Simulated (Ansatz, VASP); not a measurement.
**Na: VASP beside Ansatz**

INCAR

```
ALGO = Fast ; EDIFF = 1E-6
ENCUT = 520 ; ISIF = 2
ISMEAR = 0 ; LASPH = T
LCHARG = F ; LREAL = F
LWAVE = F ; NBANDS = 10
NELM = 60 ; PREC = Accurate
SIGMA = 0.15
```

The input KPOINTS:

```
k-points
0
Gamma
  18 18 18
```

The input POSCAR:

```
Na
1.0
   -1.9926437912      1.9926437912      2.3911725494
    1.9926437912     -1.9926437912      2.3911725494
    1.9926437912      1.9926437912     -2.3911725494
Na
1
Direct
    0.0000000000      0.0000000000      0.0000000000
```

Input for Ansatz:

```yaml
crystal:
  lattice:
    - [-1.9926437912, 1.9926437912, 2.3911725494]
    - [1.9926437912, -1.9926437912, 2.3911725494]
    - [1.9926437912, 1.9926437912, -2.3911725494]
  atoms:
    - { symbol: Na, position: [0.0, 0.0, 0.0] }
basis:
  ecutwfc: 420
kpoints:
  mp_grid: { grid: [18, 18, 18] }
hamiltonian:
  xc: lda
scf:
  occupations: { method: gaussian, width: 0.15 }
output:
  forces: true
  stress: true
  eigenvalues: true
```

Alike in both runs: task single point; functional LDA; k mesh 18 × 18 × 18; occupations gaussian, width 0.15 eV; no spin polarisation.

|  | VASP | Ansatz |
| --- | --- | --- |
| version | VASP 6.6.1 | Ansatz 0.2.0 |
| potentials or method | VASP PAW LDA potentials, release 64 (Na_pv) | scalar-relativistic, plane waves, PAW |
| plane-wave cutoff (eV) | 520 | 420 |
| valence electrons in the cell | 7 | 9 |

VASP gave:

```
gap on the k mesh at the Fermi level (eV) : none
pressure (GPa)                            : -1.1
```

Question: What did Ansatz give for the same quantities?

Answer: gap on the k mesh at the Fermi level (eV): none; pressure (GPa): -0.9.

A gap of «none» marks a metal or a gap that the smearing closes. The two sets of potentials don't hold the same shells in valence.
